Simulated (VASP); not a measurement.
## Si3Ge: relaxation of cell and atoms with PBE

Crystal: Si3Ge.

```
Si Ge
1.0
     0.00000    5.50750    5.50750
     5.50750    0.00000    5.50750
     5.50750    5.50750    0.00000
Si Ge
12 4
Direct
  0.00000 0.00000 0.00000
  0.00000 0.50000 0.00000
  0.00000 0.50000 0.50000
  0.12500 0.12500 0.12500
  0.12500 0.62500 0.12500
  0.12500 0.62500 0.62500
  0.50000 0.00000 0.00000
  0.50000 0.00000 0.50000
  0.50000 0.50000 0.00000
  0.50000 0.50000 0.50000
  0.62500 0.12500 0.12500
  0.62500 0.12500 0.62500
  0.00000 0.00000 0.50000
  0.12500 0.12500 0.62500
  0.62500 0.62500 0.12500
  0.62500 0.62500 0.62500
```

The cell comes from a database or a generator and needn't be the stable form of this composition.

* Program: VASP 6.6.1
* Task: relaxation of cell and atoms
* Functional: PBE
* Potentials or basis: VASP PAW PBE potentials, release 64 (Si, Ge_d)
* Cutoff: 400 eV
* k mesh: 6 × 6 × 6
* Occupations: gaussian, width 0.01 eV
* Spin: no spin polarisation
* Further INCAR settings: ALGO = Fast; EDIFF = 1e-06; IBRION = 2; EDIFFG = -0.005; NSW = 60; ISIF = 3

```json
{"Relaxed volume": "21.14 Å³/atom", "Relaxed cell": "a = 7.820 Å, b = 7.820 Å, c = 7.820 Å, α = 60.01°, β = 60.01°, γ = 60.01°", "Space group after relaxing (to 0.05 Å)": "Cm (No. 8)", "Energy gained by relaxing": "6.4 meV/atom", "Ionic steps": "12", "Pressure after relaxing": "0.0 GPa", "Largest force after relaxing": "0.005 eV/Å", "Band gap on the k mesh": "0.42 eV, direct"}
```

Forces in eV/Å, atoms in the order of the input:
```
Si   0.002  0.002 -0.002
Si   0.002  0.003 -0.002
Si  -0.003 -0.002  0.002
Si  -0.003 -0.003  0.003
Si  -0.003 -0.002  0.003
Si   0.002  0.003 -0.003
Si   0.003  0.002 -0.002
Si  -0.002 -0.003  0.002
Si   0.003  0.003 -0.002
Si  -0.002 -0.002  0.002
Si  -0.002 -0.003  0.003
Si   0.003  0.002 -0.003
Ge  -0.002 -0.002  0.000
Ge   0.002  0.002 -0.001
Ge  -0.003 -0.003  0.001
Ge   0.002  0.002 -0.003
```

The path:
| step | energy change (eV) | largest force (eV/Å) | pressure (GPa) | volume (Å³) |
| --- | --- | --- | --- | --- |
| 1 | 0.0000 | 0.5492 | 0.98 | 334.11 |
| 2 | -0.0947 | 0.1242 | -0.56 | 340.34 |
| 3 | -0.0950 | 0.1058 | -0.61 | 340.64 |
| 4 | -0.1024 | 0.0313 | 0.19 | 337.26 |
| 5 | -0.1030 | 0.0138 | 0.01 | 337.99 |
| 6 | -0.1030 | 0.0136 | 0.05 | 337.94 |
| 7 | -0.1030 | 0.0047 | -0.05 | 338.26 |
| 8 | -0.1030 | 0.0081 | 0.01 | 338.12 |
| 9 | -0.1030 | 0.0047 | -0.04 | 338.18 |
| 10 | -0.1030 | 0.0087 | 0.01 | 338.15 |
| 11 | -0.1030 | 0.0050 | -0.01 | 338.17 |
| 12 | -0.1030 | 0.0049 | -0.03 | 338.17 |

Final structure:
```
CELL_PARAMETERS angstrom
-0.00055 5.52949 5.52950
5.52949 -0.00055 5.52950
5.52936 5.52936 -0.00042
ATOMIC_POSITIONS crystal
Si 0.99863 0.99863 0.00442
Si 0.00449 0.49833 0.99851
Si 0.00309 0.50290 0.49705
Si 0.12654 0.12654 0.12039
Si 0.12521 0.62489 0.12502
Si 0.12659 0.62035 0.62648
Si 0.49833 0.00449 0.99851
Si 0.50290 0.00309 0.49705
Si 0.49701 0.49701 0.00307
Si 0.49697 0.49697 0.50294
Si 0.62489 0.12521 0.12502
Si 0.62035 0.12659 0.62648
Ge 0.99846 0.99846 0.49832
Ge 0.12665 0.12665 0.62658
Ge 0.62491 0.62491 0.12502
Ge 0.62496 0.62496 0.62512
```

Levels at points of the mesh, in eV from the valence-band top:
```tsv
k point	band 49	band 50	band 51	band 52	band 53	band 54	band 55	band 56
(0.00, 0.00, 0.00)	-1.03	-0.03	-0.01	0.00	0.42	0.53	0.70	0.83
(0.50, 0.00, 0.00)	-0.79	-0.78	-0.77	-0.75	1.35	1.37	1.50	1.52
(0.00, 0.00, 0.50)	-0.86	-0.86	-0.69	-0.69	1.27	1.35	1.47	1.50
(0.50, 0.50, 0.50)	-0.79	-0.79	-0.78	-0.76	1.23	1.36	1.51	1.59
(0.50, 0.50, 0.00)	-1.52	-1.41	-1.27	-1.20	0.96	1.23	2.15	2.22
(0.00, 0.50, 0.50)	-1.47	-1.36	-1.31	-1.25	1.04	1.17	2.20	2.25
```

Run time: 2.1 h on 1 thread of Intel(R) Xeon(R) Platinum 8488C (Sapphire Rapids), on a shared host, peak memory 0.87 GiB.

A k mesh can miss the band edges. A hybrid or GW would open this gap; PBE tends to underestimate it.
